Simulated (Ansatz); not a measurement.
# Barrier of one jump, N in Zn

All numbers below come from Ansatz, DFT PBE, scalar-relativistic, plane waves, PAW. (420 eV cutoff, 4×4×4 k-mesh, shifted by half a step, Gaussian smearing of 0.10 eV, no spin polarisation)

In a supercell of 16 host sites, interstitial N hops to an equivalent place, moving 2.74 Å between the relaxed ends. Climbing-image nudged elastic band at fixed cell with images 0 (start) to 6 (end), the path measured over all atoms, converged to 0.05 eV/Å; the order of the saddle wasn't checked, and the small cell leaves errors of about a tenth of an eV. At the top the atom squeezes straight between two others, where symmetry can hold a band on a ridge, so a bent path, such as one by way of a neighbouring hole, may have a much lower barrier.

A cell with an odd number of electrons and no spin polarisation is a metal by construction and may be lower with spin.

Start:

```yaml
crystal:
  lattice:
    - [3.92881, 3.92881, 3.92881]
    - [-3.92881, 3.92881, -3.92881]
    - [-3.92881, -3.92881, 3.92881]
  atoms:
    - { symbol: Zn, position: [0.00169, 0.00017, 0.00027] }
    - { symbol: Zn, position: [0.99992, 0.74997, 0.25001] }
    - { symbol: Zn, position: [0.23421, 0.73353, 0.99960] }
    - { symbol: Zn, position: [0.99952, 0.49987, 0.49992] }
    - { symbol: Zn, position: [0.25001, 0.50003, 0.24999] }
    - { symbol: Zn, position: [0.49975, 0.49934, 0.00018] }
    - { symbol: Zn, position: [0.99993, 0.24997, 0.74994] }
    - { symbol: Zn, position: [0.24999, 0.25004, 0.50004] }
    - { symbol: Zn, position: [0.50049, 0.26571, 0.26552] }
    - { symbol: Zn, position: [0.76732, 0.26667, 0.99961] }
    - { symbol: Zn, position: [0.23404, 0.99979, 0.73320] }
    - { symbol: Zn, position: [0.49970, 0.00014, 0.49878] }
    - { symbol: Zn, position: [0.76709, 0.99979, 0.26627] }
    - { symbol: Zn, position: [0.50045, 0.73241, 0.73223] }
    - { symbol: Zn, position: [0.75012, 0.75018, 0.50002] }
    - { symbol: Zn, position: [0.75011, 0.50003, 0.75009] }
    - { symbol: N, position: [0.50148, 0.99884, 0.99822] }
```

Atom 17 jumps to (3.911, 3.921, 1.968) Å.

Task: Give the energy along the band and the structure at its top.

Result:
```
image path (Å) E − E(0) (eV) N x (Å) N y (Å) N z (Å) force on N (eV/Å)
    0      0.00          0.000    1.982    1.973    1.968               0.01
    1      0.56          0.147    2.287    2.283    1.967               0.37
    2      1.11          0.477    2.607    2.607    1.972               0.55
    3      1.67          0.712    2.947    2.947    1.979               0.05
    4      2.23          0.477    3.286    3.287    1.972               0.55
    5      2.78          0.147    3.606    3.610    1.967               0.37
    6      3.34          0.000    3.911    3.921    1.968               0.01
```

Barrier 0.71 eV. Image 3:
```yaml
crystal:
  lattice:
    - [3.92881, 3.92881, 3.92881]
    - [-3.92881, 3.92881, -3.92881]
    - [-3.92881, -3.92881, 3.92881]
  atoms:
    - { symbol: Zn, position: [0.98039, 0.99999, 0.98204] }
    - { symbol: Zn, position: [0.01466, 0.77905, 0.26473] }
    - { symbol: Zn, position: [0.24378, 0.75199, 0.00768] }
    - { symbol: Zn, position: [0.99470, 0.50041, 0.50541] }
    - { symbol: Zn, position: [0.25555, 0.50043, 0.24484] }
    - { symbol: Zn, position: [0.49441, 0.49957, 0.00511] }
    - { symbol: Zn, position: [0.00570, 0.24801, 0.74179] }
    - { symbol: Zn, position: [0.23568, 0.22095, 0.48561] }
    - { symbol: Zn, position: [0.49183, 0.24797, 0.25561] }
    - { symbol: Zn, position: [0.79555, 0.34078, 0.04534] }
    - { symbol: Zn, position: [0.27015, 0.00001, 0.76817] }
    - { symbol: Zn, position: [0.51816, 0.99999, 0.52014] }
    - { symbol: Zn, position: [0.73205, 0.00001, 0.23040] }
    - { symbol: Zn, position: [0.45455, 0.65922, 0.70477] }
    - { symbol: Zn, position: [0.75765, 0.75203, 0.49386] }
    - { symbol: Zn, position: [0.75499, 0.49959, 0.74429] }
    - { symbol: N, position: [0.62683, 0.00000, 0.87683] }
```

Cost: 1 run of about 81 core-minutes, on Arm Neoverse V1 (shared hosts).